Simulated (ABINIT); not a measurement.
## Zn: relaxation of cell and atoms with PBE

Crystal: Zn.

```
Zn
1.0
     2.67000    0.00000    0.00000
    -1.33500    2.31229    0.00000
     0.00000    0.00000    4.96600
Zn
2
Direct
  0.66667 0.33333 0.75000
  0.33333 0.66667 0.25000
```

```
Program                     : ABINIT 10.8.3 (patched build)
Task                        : relaxation of cell and atoms
Functional                  : PBE
Potentials or basis         : JTH PAW PBE v2.0
Cutoff                      : 599 eV
k mesh                      : 11 × 11 × 6
Occupations                 : fermi-dirac, width 0.05 eV
Spin                        : no spin polarisation
Cell freedom (optcell)      : 2
Cutoff smearing ecutsm (Ha) : 0.5
Optimiser (ionmov)          : 22
Force stop (Ha/bohr)        : 5e-05
Fine-grid cutoff            : 1197.3 eV
```

- Relaxed volume: 15.01 Å³/atom
- Relaxed cell: a = 2.694 Å, b = 2.694 Å, c = 4.779 Å, α = 90.00°, β = 90.00°, γ = 120.00°
- Space group after relaxing (to 0.05 Å): P6_3/mmc (No. 194)
- Energy gained by relaxing: 3.5 meV/atom
- Ionic steps: 11
- Pressure after relaxing: 0.0 GPa
- Band gap on the k mesh: none (metal or under the smearing width)
- Valence electrons inside the program's atomic spheres: Zn 10.74 (radii [1.2212] Å)

The path:
| step | energy change (eV) | largest force (eV/Å) | pressure (GPa) | volume (Å³) |
| --- | --- | --- | --- | --- |
| 1 | 0.0000 | 0.0000 | -0.72 | 30.66 |
| 2 | -0.0004 | 0.0000 | -0.58 | 30.59 |
| 3 | -0.0036 | 0.0000 | 0.73 | 29.92 |
| 4 | -0.0029 | 0.0000 | 1.90 | 29.32 |
| 5 | -0.0055 | 0.0000 | 0.55 | 29.92 |
| 6 | -0.0065 | 0.0000 | 0.12 | 30.05 |
| 7 | -0.0067 | 0.0000 | -0.10 | 30.11 |
| 8 | -0.0069 | 0.0000 | -0.18 | 30.12 |
| 9 | -0.0069 | 0.0000 | -0.14 | 30.08 |
| 10 | -0.0070 | 0.0000 | -0.07 | 30.06 |
| 11 | -0.0070 | 0.0000 | 0.00 | 30.03 |

Final structure:
```xyz
2
Lattice="2.6936 0.0000 0.0000 -1.3468 2.3327 0.0000 0.0000 0.0000 4.7789" Properties=species:S:1:pos:R:3 pbc="T T T"
Zn    1.3468    0.7776    3.5842
Zn    0.0000    1.5551    1.1947
```

Levels at points of the mesh, in eV from the Fermi level:
| k point | band 9 | band 10 | band 11 | band 12 | band 13 | band 14 | band 15 | band 16 |
| --- | --- | --- | --- | --- | --- | --- | --- | --- |
| (0.00, 0.00, 0.00) | -7.39 | -7.12 | -7.12 | -3.53 | -2.53 | 15.16 | 16.53 | 16.53 |
| (0.00, 0.00, 0.50) | -7.23 | -7.23 | -7.23 | -7.23 | 5.46 | 5.46 | 17.93 | 17.93 |

It took 9 min on 1 thread of Arm Neoverse V2 (shared host), peak memory 0.14 GiB.
